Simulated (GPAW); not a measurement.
InSe, 4 atoms in the cell. The structure is trigonal, space group R3m (No. 160). The conventional cell has a = 4.000 Å, b = 4.000 Å, c = 25.320 Å, α = 90.00°, β = 90.00°, γ = 120.00°. In (site symmetry 3m) is surrounded by 3 Se at 2.63 Å and 1 In at 2.82 Å. In (site symmetry 3m) has 3 Se at 2.64 Å and 1 In at 2.82 Å as nearest neighbours. Se (site symmetry 3m) is surrounded by 3 In at 2.63 Å. Se (site symmetry 3m) is surrounded by 3 In at 2.64 Å. 

```yaml
Program: GPAW 26.7.0
Task: eps q
Functional: AM05
Potentials_or_basis: PAW data sets generated in the run's folder for this functional
Cutoff: 400 eV
Basis: pw
k_mesh: 6 × 6 × 6
Occupations: fermi-dirac, width 0.05 eV
Spin: no spin polarisation
Kernel: ALDA
Response_ecut: 120 eV
Maxiter: 60
Response_k_mesh: 4 × 4 × 4
Response_bands: 59
Q_points: "[[0.25, 0.0, 0.0], [0.5, 0.0, 0.0], [0.75, 0.0, 0.0], [0.25, 0.25, 0.0], [0.5, 0.5, 0.0], [0.75, 0.75, 0.0]]"
```

Potentials or basis: PAW data sets generated in the run's folder for this functional, pw.

Launch:

```console
$ gpaw-setup -f AM05 In Se
$ OMP_NUM_THREADS=1 python run.py
```

Hardware: 1 thread of Arm Neoverse V2, on a shared host.

Q: How long does it take, and how much memory?

A: Wall time 12 min on 1 thread of Arm Neoverse V2 (shared host), peak memory 3.1 GiB. Counts: scf iterations 37, plane waves 2163, bands 32, k points 32.
